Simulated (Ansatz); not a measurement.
input.yaml (Ansatz)

```yaml
crystal:
  lattice:
    - [4.0579774191, 0.0, 0.0]
    - [-2.0289887095, 3.514311533, 0.0]
    - [0.0, 0.0, 4.4134404418]
  atoms:
    - { symbol: Te, position: [0.3333333333, 0.6666666667, 0.25] }
    - { symbol: Te, position: [0.6666666667, 0.3333333333, 0.75] }
hamiltonian:
  xc: pbe
  pseudopotentials:
    kind: paw
    azcp:
      Te: "pseudopotentials/Te.paw.azcp"
basis:
  ecutwfc: 420
  fft_grid_basis: typed
kpoints:
  mp_grid: { grid: [5, 5, 4], shift: [0, 0, 0] }
magnetization:
  spin_polarized: false
scf:
  occupations: { method: fermi_dirac, width: 0.1 }
```

Terminal output

```
Engine: ansatz 0.2.0, aarch64-unknown-linux-gnu
Pseudopotentials: kind: paw
Pseudopotential: Te, paw, valence charge 16, recommended cutoff 420 eV (normal) 
Functional definition: PBE
  parameter kappa = 0.804
  parameter beta = 0.06672455060314922
  exchange = pbe_x(kappa = kappa, mu = beta*pi^2/3)
  correlation = pbe_c(beta = beta)
Crystal: 2 atoms, lattice volume = 62.940 Å³
Basis set: ecut = 420 eV, 1215 PW (Γ)
Bands: 20, of which v1, the nominal top of the filled ones, is band 16 counted from 1 (15 counted from 0)
Symmetry: 24 space group operations
Space group: P63/mmc (ITA 194), of the structure as read, at distance tolerance 4.0e-5 Å
k-points: 15 of 100
Non-local potential: Te, projectors of the file, l = 0: 2, l = 1: 2, l = 2: 2, l = 3: 2
PAW form: soft (Blöchl's): semilocal exchange-correlation on the pseudo side does not see the compensation charge
PAW one-centre angular grid: Te, 590 points (default); XC on 64 Gauss nodes
Initial density: superposition of atomic densities (neutral atoms: chi_scale 0, normalization atom), corrected by the library's trained network
Initial wavefunctions: pseudopotential atomic-orbital guess
Functional: x = pbe(κ = 0.804, μ = 0.2195149727645171), c = pbe(β = 0.06672455060314922)
SCF iter   1: F=—  HF=-13959.533910 eV  |F-HF|=—  |Δ(HF+E_count)|=         —  Δρ=1.89e-3  dr2=1.07e-3  ethr=1.77e-3  ⟨swp⟩=5.8  Hψ=1470  notcnv=0
SCF iter   2: F=—  HF=-13959.533940 eV  |F-HF|=—  |Δ(HF+E_count)|=   3.03e-5  Δρ=1.22e-3  dr2=4.93e-4  ethr=3.35e-6  ⟨swp⟩=2.1  Hψ=659  notcnv=0
SCF iter   3: F=—  HF=-13959.534855 eV  |F-HF|=—  |Δ(HF+E_count)|=   9.15e-4  Δρ=3.94e-4  dr2=6.35e-5  ethr=1.54e-6  ⟨swp⟩=3.0  Hψ=557  notcnv=0
SCF iter   4: F=—  HF=-13959.534927 eV  |F-HF|=—  |Δ(HF+E_count)|=   7.12e-5  Δρ=1.15e-4  dr2=6.52e-6  ethr=1.98e-7  ⟨swp⟩=2.0  Hψ=393  notcnv=0
SCF iter   5: F=—  HF=-13959.534926 eV  |F-HF|=—  |Δ(HF+E_count)|=   3.94e-7  Δρ=2.85e-5  dr2=5.55e-7  ethr=2.04e-8  ⟨swp⟩=2.0  Hψ=543  notcnv=0
SCF iter   6: F=-13959.534926 eV  HF=-13959.534926 eV  |F-HF|=1.06e-7  |Δ(HF+E_count)|=   5.33e-8  Δρ=1.04e-5  dr2=8.22e-8  ethr=3.13e-10  ⟨swp⟩=3.0  Hψ=694  notcnv=0
SCF 1 converged in 6 iterations: F = -13959.534926 eV  dr2 = 8.22e-8
SCF converged after 6 iterations
Free energy (F): -13959.534926 eV
Harris-Foulkes:  -13959.534926 eV  (|F-HF|=1.06e-7)
Internal energy: -13959.478604 eV  (E = F + TS)
E sigma→0 (E₀):  -13959.506765 eV
Entropy (-TS):   -0.056322 eV (-28.161 meV/atom)
Fermi energy:    9.705962 eV
--- Per-component energies (eV) ---
  E_band       = -499.192950
  E_kinetic    = 359.679030
  E_local      = -2328.908000  (includes V_loc(G=0)·N_el)
  E_nonlocal   = -621.160236
  E_hartree    = 1528.497713
  E_xc         = -247.970393
  E_vxc        = -207.392617  (∫ρ·V_xc dr)
  E_paw        = -9323.713737  (= ΣΔE_a)
  E_vpaw       = -758.427383  (= ΣTr[D̂ρ^β])
  E_aug_tail   = -0.000392  (compensation charges beyond the density's cutoff)
  E_ewald      = -3325.902590
  E_smearing   = -0.056322  (= −TS)
  E_closure    = 0.000000  (closes the sum)
  Σ components = -13959.534926   (vs F -13959.534926, Δ=0.00e0)
```

Command:

```sh
ansatz run input.yaml --threads 4 --pin off --max-ram 8192MiB --backend cpu --events-out ev --progress --plain --runs-dir out
```

On 4 threads of Arm Neoverse V1 (shared host) this took about 0.37 s of wall time and 1 s of CPU time, with 0.29 GiB at the peak.
